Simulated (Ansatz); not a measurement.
# From the elastic tensor of GaAs to moduli and sound speeds

Theory: DFT PBEsol, scalar-relativistic, plane waves, PAW in Ansatz. Cutoff 420 eV, 12×12×12 k-points (Γ-centred), fixed occupations. No spin polarisation.

The structure is cubic, space group F-43m (No. 216). The conventional cell has a = 5.659 Å, b = 5.659 Å, c = 5.659 Å, α = 90.00°, β = 90.00°, γ = 90.00°. Around Ga (site symmetry -43m) lie 4 As at 2.45 Å. As (site symmetry -43m) is surrounded by 4 Ga at 2.45 Å.

Relaxed-ion constants (GPa, on the Cartesian axes of the calculation):
C11 = 109.5, C12 = 49.2, C13 = 49.2, C22 = 109.5, C23 = 49.2, C33 = 109.5, C44 = 55.0, C55 = 55.0, C66 = 55.0 GPa; the others vanish.

Density 5.301 g/cm³; 2 atoms in 45.31 Å³.

The values that follow are for a polycrystal of randomly turned grains, by Hill's mean where one number stands.

```
Bulk modulus, Voigt / Reuss / Hill          : 69.3 / 69.3 / 69.3 GPa
Shear modulus, Voigt / Reuss / Hill         : 45.1 / 41.4 / 43.2 GPa
Young's modulus                             : 107 GPa
Poisson ratio                               : 0.242
Pugh ratio B/G                              : 1.60
Universal anisotropy index                  : 0.45
Longitudinal and transverse sound speeds    : 4893 and 2856 m/s
Debye temperature from the mean sound speed : 333 K
```

Cost: 1 run of about 5.7 core-minutes, on Arm Neoverse V1 (shared hosts).

The elastic response is that of a tetrahedral covalent network with marked directional stiffness. C44 exceeds (C11 − C12)/2, so Young's modulus is largest along the ⟨111⟩ bond directions and smallest along ⟨100⟩. Tetragonal shear is accommodated mainly by bending the sp³ bond angles, whereas the shear governed by C44 also stretches bonds, even after the sublattices have relaxed against each other. That C44 still lies above C12 points to substantial noncentral, angle-dependent forces. The constants satisfy the Born criteria, which establishes stability against small homogeneous strains only.

All three independent constants fall somewhat below the established experimental values, although the lattice parameter is close to experiment. Excess volume is therefore unlikely to be the main cause; the functional probably underestimates the curvature of the energy with strain. The Debye temperature of 333 K describes the long-wavelength acoustic limit and shouldn't be carried over to the heat capacity at higher temperatures, where flattened transverse acoustic branches and optical modes matter.
